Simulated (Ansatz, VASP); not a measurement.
## Two plane-wave programs on MgO2

File INCAR:

```
SYSTEM = MgO2
PREC = Accurate ; ENCUT = 520
EDIFF = 1E-6 ; ISMEAR = 0
SIGMA = 0.05 ; LREAL = .FALSE.
LASPH = .TRUE. ; NELM = 60
ALGO = Fast ; ISIF = 2
LWAVE = .FALSE. ; LCHARG = .FALSE.
GGA = PS ; NBANDS = 14
```

KPOINTS

```
regular mesh
0
G
  12 12 12
  0 0 0
```

Contents of POSCAR:

```
MgO2
1.0
    1.6047610160      0.9265092046      3.4939788749
   -1.6047610160      0.9265092046      3.4939788749
    0.0000000000     -1.8530184092      3.4939788749
Mg O
1 2
Direct
    0.0000000000      0.0000000000      0.0000000000
    0.4287860000      0.4287860000      0.4287860000
    0.5712140000      0.5712140000      0.5712140000
```

Input for Ansatz:

```yaml
crystal:
  lattice:
    - [1.604761016, 0.9265092046, 3.4939788749]
    - [-1.604761016, 0.9265092046, 3.4939788749]
    - [0.0, -1.8530184092, 3.4939788749]
  atoms:
    - { symbol: Mg, position: [0.0, 0.0, 0.0] }
    - { symbol: O, position: [0.428786, 0.428786, 0.428786] }
    - { symbol: O, position: [0.571214, 0.571214, 0.571214] }
basis:
  ecutwfc: 420
kpoints:
  mp_grid: { grid: [12, 12, 12] }
hamiltonian:
  xc: pbesol
scf:
  occupations: { method: gaussian, width: 0.05 }
output:
  forces: true
  stress: true
  eigenvalues: true
```

The cell comes from a database or a generator and needn't be the stable form of this composition.

Alike in both runs: task single point; functional PBEsol; k mesh 12 × 12 × 12; occupations gaussian, width 0.05 eV; no spin polarisation.

|  | VASP | Ansatz |
| --- | --- | --- |
| version | VASP 6.6.1 | Ansatz 0.2.0 |
| potentials or method | VASP PAW PBE potentials, release 64 (Mg, O) | scalar-relativistic, plane waves, PAW |
| plane-wave cutoff (eV) | 520 | 420 |
| valence electrons in the cell | 14 | 22 |

```csv
,VASP,Ansatz,Ansatz less VASP
gap on the k mesh at the Fermi level (eV),2.21,2.23,+0.027
least direct gap on the mesh (eV),2.21,2.23,+0.027
pressure (GPa),-5.0,-4.8,+0.19
largest component of the traceless stress (GPa),1.11,2.17,+1.057
rms of the force components (eV/Å),0.057,0.143,+0.0861
```

Atom by atom the forces differ by 0.086 eV/Å (rms over components). The two sets of potentials don't hold the same shells in valence.

Caveats: the PAW data sets were made with another functional, which shifts forces and pressure a little (VASP). A k mesh can miss the band edges. PBEsol gaps usually lie below the measured ones, often by a third to a half.
